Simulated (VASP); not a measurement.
# ScAl₃: intraband terms of a metal's spectrum

ScAl₃, I4/mmm (no. 139), 4 atoms in the cell. PBE, independent-particle dielectric function; PAW potentials Sc_sv, Al (PBE set).

## Input

INCAR.step1:
```
PREC = Accurate
ENCUT = 280
ISMEAR = 1
SIGMA = 0.1
EDIFF = 1E-7
LASPH = True
KPAR = 4
LWAVE = False
LCHARG = True
LMAXMIX = 4
```

INCAR.step2:
```
PREC = Accurate
ENCUT = 280
ISMEAR = 0
SIGMA = 0.3
EDIFF = 1E-6
LASPH = True
KPAR = 4
LWAVE = True
LCHARG = False
LMAXMIX = 4
ICHARG = 11
NBANDS = 36
NEDOS = 3000
OMEGAMAX = 30
CSHIFT = 0.1
```

INCAR.step3, as INCAR.step2 but for:
```
- LWAVE = True
+ LWAVE = False
+ LOPTICS = True
+ ALGO = None
+ NELM = 1
+ ISTART = 1
```

INCAR.step4, as INCAR.step3 but for:
```
+ WPLASMAI = 0.03
```

INCAR.step5 to INCAR.step6 change the same tag again: WPLASMAI = 0.1, 0.3.

INCAR.step7, as INCAR.step6 but for:
```
- WPLASMAI = 0.3
+ RTIME = 40
```

INCAR.step8, as INCAR.step7 but for:
```
- RTIME = 40
+ RTIME = 5
```

INCAR.step9, as INCAR.step8 but for:
```
- RTIME = 5
+ LNABLA = True
```

INCAR.step10, as INCAR.step9 but for:
```
- ISMEAR = 0
- LNABLA = True
+ ISMEAR = -5
```

KPOINTS.step1:
```
k-points
0
Gamma
  9 9 9
```

KPOINTS.step2:
```
k-points
0
Gamma
  8 8 8
```

POSCAR:
```
ScAl3
1.0
   -2.0127950000      2.0127950000      4.4231960000
    2.0127950000     -2.0127950000      4.4231960000
    2.0127950000      2.0127950000     -4.4231960000
Sc Al
1 3
Direct
    0.0000000000      0.0000000000      0.0000000000
    0.5000000000      0.5000000000      0.0000000000
    0.2500000000      0.7500000000      0.5000000000
    0.7500000000      0.2500000000      0.5000000000
```

Commands (each step's output is kept before the next begins):
```
cat potpaw_PBE.64/Sc_sv/POTCAR potpaw_PBE.64/Al/POTCAR > POTCAR
cp INCAR.step1 INCAR
cp KPOINTS.step1 KPOINTS
mpirun -np 4 vasp_std > vasp.out
cp INCAR.step2 INCAR
cp KPOINTS.step2 KPOINTS
mpirun -np 4 vasp_std > vasp.out
cp INCAR.step3 INCAR
mpirun -np 4 vasp_std > vasp.out
cp INCAR.step4 INCAR
mpirun -np 4 vasp_std > vasp.out
cp INCAR.step5 INCAR
mpirun -np 4 vasp_std > vasp.out
cp INCAR.step6 INCAR
mpirun -np 4 vasp_std > vasp.out
cp INCAR.step7 INCAR
mpirun -np 4 vasp_std > vasp.out
cp INCAR.step8 INCAR
mpirun -np 4 vasp_std > vasp.out
cp INCAR.step9 INCAR
mpirun -np 4 vasp_std > vasp.out
cp INCAR.step10 INCAR
mpirun -np 4 vasp_std > vasp.out
```

## Result

- Bands: 36

One ground state, settings moved in the last step alone:

| Settings | Plasma frequency (eV) | Im ε at 0.5 eV | Im ε at 1 eV | Im ε at 2 eV | Im ε at 4 eV | Time (s) |
|---|---|---|---|---|---|---|
| interband part alone | 6.01 | 39.9 | 28.1 | 23.4 | 14.0 | 9 |
| Drude term, WPLASMAI 0.03 | 6.01 | 48.5 | 29.2 | 23.6 | 14.1 | 9 |
| Drude term, WPLASMAI 0.1 | 6.01 | 67.7 | 31.7 | 23.9 | 14.1 | 10 |
| Drude term, WPLASMAI 0.3 | 6.01 | 103.7 | 38.0 | 24.8 | 14.2 | 8 |
| relaxation time RTIME 40 fs | 6.01 | 44.6 | 28.7 | 23.5 | 14.0 | 10 |
| relaxation time RTIME 5 fs | 6.01 | 75.5 | 32.8 | 24.0 | 14.1 | 9 |
| transversal form (LNABLA) | 6.20 | 42.0 | 29.6 | 24.6 | 14.8 | 9 |
| tetrahedron method | – | – | – | – | – | no result |

VASP 6.6.1 took 111 s on 4 cores (Intel Xeon Platinum 8375C @ 2.90GHz (Ice Lake)), a shared host.
